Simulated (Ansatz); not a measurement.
## ZrS₂: energy less free atoms and pressure as volume per atom varies

Periodic Kohn-Sham DFT of a crystal at fixed atoms; pressure and stress are positive in compression; the energy is the free energy less that of spherical unpolarised free atoms; site moments are those in the method's own spheres, positive along +z. The results are calculated, by Ansatz 0.2.0.

Cell of the first row (space group P-3m1, No. 164):
```
ZrS2
1.0
      3.5559     0.0000     0.0000
     -1.7779     3.0795     0.0000
      0.0000     0.0000     5.7306
Zr S
1 2
Direct
  0.00000 0.00000 0.00000
  0.33333 0.66667 0.24920
  0.66667 0.33333 0.75080
```

Settings of every row: method all-electron LAPW; functional PBE; relativity scalar; k mesh 10x10x5; filling fermi-dirac; smearing width 0.01 eV; basis error target 1 meV/atom; nucleus gaussian.

Atom start moment: 0 on all atoms.

Limits: a layered crystal: even scaling strains the bonds within the layers, so this curve is stiffer than the crystal under pressure.

| row | volume per atom (Å³) | energy less free atoms (eV/atom) | pressure (GPa) |
| --- | --- | --- | --- |
| 1 | 20.917 | -6.6536 | 10.251 |
| 2 | 21.362 | -6.6783 | 7.603 |
| 3 | 21.807 | -6.696 | 5.203 |
| 4 | 22.03 | -6.7025 | 4.089 |
| 5 | 22.252 | -6.7074 | 3.029 |
| 6 | 22.475 | -6.7109 | 2.019 |
| 7 | 22.698 | ? | ? |
| 8 | 23.143 | -6.7135 | -0.728 |
| 9 | 23.588 | -6.7092 | -2.346 |

Question: what energy less free atoms and pressure should row 7 give?

Worked fit of energy less free atoms. Take u = (V_r/V)^(2/3) − 1 with V_r = 22.141 Å³ an atom, which is twice the finite (Eulerian) strain; such expansions in the strain, on which the Birch-Murnaghan equation of state is built, carry the rest volume and the bulk modulus. The shown rows have u = 0.03864, 0.02417, 0.01018, 0.00336, -0.00333, -0.00993, -0.02908, -0.04133. Least squares give energy less free atoms = −6.70512 + 0.7368 × u + 15.438 × u² eV/atom; a straight line predicts inner rows, each left out in turn, worse (root mean square 0.0081 against 2.1e-05 eV/atom). All shown rows lie on it to the printed digit. Its lowest point lies at u = -0.0239, or V = 22.96 Å³ an atom, and the curvature there gives the bulk modulus at fixed shape and fractions, B = (4/9)(1 + u)² E″(u)/V = 91.3 GPa. Letting shape and atoms relax would as a rule lower it, by much in layered, chain or molecular crystals. The withheld row has u = -0.01643, so the fit gives −6.70512 + 0.7368 × (-0.01643) + 15.438 × (-0.01643)² = -6.7131 eV/atom.

The calculation gave -6.713 eV/atom. The fit lies 0.0001 eV/atom (0.17 % of the column's range) below it, one unit of the last digit.

Worked fit of pressure. Take u = (V_r/V)^(2/3) − 1 with V_r = 22.141 Å³ an atom, which is twice the finite (Eulerian) strain; such expansions in the strain, on which the Birch-Murnaghan equation of state is built, carry the rest volume and the bulk modulus. The shown rows have u = 0.03864, 0.02417, 0.01018, 0.00336, -0.00333, -0.00993, -0.02908, -0.04133. Least squares give pressure = 3.5524 + 158.182 × u + 383.88 × u² + 230 × u³ GPa; a parabola predicts inner rows, each left out in turn, worse (root mean square 0.0035 against 0.00084 GPa). The rows lie off it by 0.000, 0.000, 0.000, 0.001, -0.001, 0.000, 0.001, 0.000. The pressure vanishes at u = -0.0238, or V = 22.96 Å³ an atom, and there the bulk modulus at fixed shape and fractions is B = −V dP/dV = (2/3)(1 + u) dP/du = 91.3 GPa. Letting shape and atoms relax would as a rule lower it, by much in layered, chain or molecular crystals. The withheld row has u = -0.01643, so the fit gives 3.5524 + 158.182 × (-0.01643) + 383.88 × (-0.01643)² + 230 × (-0.01643)³ = 1.056 GPa.

The calculation gave 1.058 GPa. The fit lies 0.002 GPa (0.016 % of the column's range) below it; its largest miss of a shown row is 0.001 GPa.
